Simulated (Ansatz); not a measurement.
## Sr, dhcp: how the functional moves the structure

All rows: Ansatz, plane waves with scalar-relativistic PAW, 420 eV (500 eV for the SCAN forms), relaxed under each functional, no dispersion correction, no zero-point motion. B₀ comes from uniform scaling at fixed shape; a dash is a value not given.

```csv
functional,V (Å³/atom),cell,B₀ (GPa),magnetic state,ΔE to fcc (meV/atom)
PBE,55.15,"a = 4.270 Å, c = 13.973 Å (c/a = 3.273)",12,spin not included,2
r²SCAN,57.01,"a = 4.313 Å, c = 14.158 Å (c/a = 3.283)",12,spin not included,3
PBEsol,52.30,"a = 4.195 Å, c = 13.728 Å (c/a = 3.272)",12,spin not included,3
LDA,48.91,"a = 4.103 Å, c = 13.421 Å (c/a = 3.271)",13,spin not included,3
revPBE,57.76,"a = 4.336 Å, c = 14.193 Å (c/a = 3.274)",11,spin not included,2
RPBE,58.55,"a = 4.355 Å, c = 14.258 Å (c/a = 3.274)",11,spin not included,2
```

(1) What does BLYP give?

Answers

(1) V (Å³/atom): 56.41; cell: a = 4.305 Å, c = 14.060 Å (c/a = 3.266); B₀ (GPa): 10; magnetic state: spin not included; ΔE to fcc (meV/atom): 2.
